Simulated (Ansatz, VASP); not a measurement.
## One calculation of Sn, two programs

INCAR

```
PREC = Accurate ; ENCUT = 520
EDIFF = 1E-6 ; ISMEAR = 1
SIGMA = 0.1 ; LREAL = False
LASPH = True ; NELM = 80
ALGO = Normal ; ISIF = 2
LWAVE = False ; LCHARG = True
GGA = PS ; LELF = True
LVHAR = True ; NBANDS = 13
```

KPOINTS

```
Automatic mesh
0
Gamma
  10 10 10
```

The input POSCAR:

```
Sn
1.0
   -1.9877657590      1.9877657590      1.6268574157
    1.9877657590     -1.9877657590      1.6268574157
    1.9877657590      1.9877657590     -1.6268574157
Sn
1
Direct
    0.0000000000      0.0000000000      0.0000000000
```

Contents of input.yaml:

```yaml
crystal:
  lattice:
    - [-1.987765759, 1.987765759, 1.6268574157]
    - [1.987765759, -1.987765759, 1.6268574157]
    - [1.987765759, 1.987765759, -1.6268574157]
  atoms:
    - { symbol: Sn, position: [0.0, 0.0, 0.0] }
kpoints:
  mp_grid: { grid: [10, 10, 10] }
scf:
  occupations: { method: methfessel_paxton, width: 0.1 }
hamiltonian:
  xc: pbesol
  pseudopotentials: { kind: all_electron, lapw: { basis_error: 0.001 } }
output:
  forces: true
  stress: true
  eigenvalues: true
```

Change from the starting cell: volume scaled by 0.94.

Alike in both runs: task single point; functional PBEsol; k mesh 10 × 10 × 10; occupations methfessel-paxton of order 1, width 0.1 eV; no spin polarisation.

|  | VASP | Ansatz |
| --- | --- | --- |
| version | VASP 6.6.1 | Ansatz 0.2.0 |
| potentials or method | VASP PAW PBE potentials, release 64 (Sn_d) | all-electron LAPW, scalar-relativistic |
| plane-wave cutoff (eV) | 520 | see its input |

VASP gave:

* gap on the k mesh at the Fermi level (eV): none
* pressure (GPa): 1.3
* largest component of the traceless stress (GPa): 1.32

Task: Estimate Ansatz's values.

Result: gap on the k mesh at the Fermi level (eV): none; pressure (GPa): 1.3; largest component of the traceless stress (GPa): 1.33.

A gap of «none» marks a metal or a gap that the smearing closes. Ansatz ran all-electron here, so the differences hold the error of VASP's frozen core and of both bases.

Caveats: the PAW data sets were made with another functional, which shifts forces and pressure a little (VASP).
